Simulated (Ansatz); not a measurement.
## Field gradients at the nuclei in In2O3 at a changed volume

The cell is a structure deposited in the COD, relaxed with PBE at fixed cell and then changed (volume scaled by 1.06, ions relaxed).

```cif
data_In2O3
_symmetry_space_group_name_H-M 'R-3c:H'
_symmetry_Int_Tables_number 167
_cell_length_a 5.5946
_cell_length_b 5.5946
_cell_length_c 14.7946
_cell_angle_alpha 90.000
_cell_angle_beta 90.000
_cell_angle_gamma 120.000
loop_
_atom_site_label
_atom_site_type_symbol
_atom_site_symmetry_multiplicity
_atom_site_Wyckoff_symbol
_atom_site_fract_x
_atom_site_fract_y
_atom_site_fract_z
In In 12 c 0.0000 0.0000 0.8571
O O 18 e 0.9631 0.3333 0.0833
```

One atom of each set is listed; the run and its k-mesh use a cell of 10 atoms with edges of 5.90, 5.90, 5.90 Å.

Computed with Ansatz: DFT, PBE, plane waves and PAW, scalar-relativistic, 420 eV cutoff, Γ-centred 7×7×7 k-points, Fermi–Dirac smearing 0.02 eV.

Conventions: |V_zz| ≥ |V_yy| ≥ |V_xx|, η = (V_xx − V_yy)/V_zz, C_Q = eQV_zz/h. ν_Q = 3|C_Q|/[2I(2I − 1)].

In-115: I = 9/2, Q = 772.0 mb; 17O: I = 5/2, Q = -25.58 mb. Q values from Pyykkö, Mol. Phys. 116, 1328 (2018).

| site | atoms | first shell | C_Q (MHz) | η | ν_Q (MHz) |
| --- | --- | --- | --- | --- | --- |
| In | 4 | 6 O at 2.16–2.29 Å | 76.1 | 0.00 | 3.17 |
| O | 6 | 4 In at 2.16–2.29 Å | 2.95 | 0.53 | 0.443 |

An axis of threefold or higher order runs through In, so V_zz lies along it and η is zero.

Without spin–orbit coupling (the program notes it for In) the gradients can shift somewhat, as the gap is small.

The relaxation (3 steps) took 13 s of wall time (51 s of CPU time) and 0.66 GiB at its peak, on 4 threads of Arm Neoverse V2 (aarch64; 8 cores open to the job, memory cap 8.0 GiB, no GPU), a shared host with a load of 0.5 a core.
